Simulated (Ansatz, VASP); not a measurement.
One calculation of Zr3S2, two programs

```
CELL_PARAMETERS angstrom
4.22250 -3.40217 0.00000
4.22250 3.40217 0.00000
0.00000 0.00000 6.98165
ATOMIC_POSITIONS crystal
Zr 0.41672 0.18459 0.03718
Zr 0.58328 0.81541 0.53718
Zr 0.81541 0.58328 0.03718
Zr 0.18459 0.41672 0.53718
Zr 0.24848 0.75152 0.19763
Zr 0.75152 0.24848 0.69763
S 0.39215 0.60785 0.82957
S 0.60785 0.39215 0.32957
S 0.93316 0.06684 0.00775
S 0.06684 0.93316 0.50775
```

Alike in both runs: functional PBE; k mesh 4 × 4 × 4; occupations gaussian, width 0.1 eV; no spin polarisation.

Ansatz relaxed the structure, and its values are those at the end. VASP's run is a single point on that final structure, the one shown.

```csv
,VASP,Ansatz
version,VASP 6.6.1,Ansatz 0.2.0
potentials or method,"VASP PAW PBE potentials, release 64 (Zr_sv, S)","scalar-relativistic, plane waves, PAW"
plane-wave cutoff (eV),520,420
valence electrons in the cell,96,96
```

```csv
,VASP,Ansatz,Ansatz less VASP
gap on the k mesh at the Fermi level (eV),none,none,-
pressure (GPa),-0.1,-0.2,-0.04
rms of the force components (eV/Å),0.017,0.017,-0.0004
```

A gap of «none» marks a metal or a gap that the smearing closes.
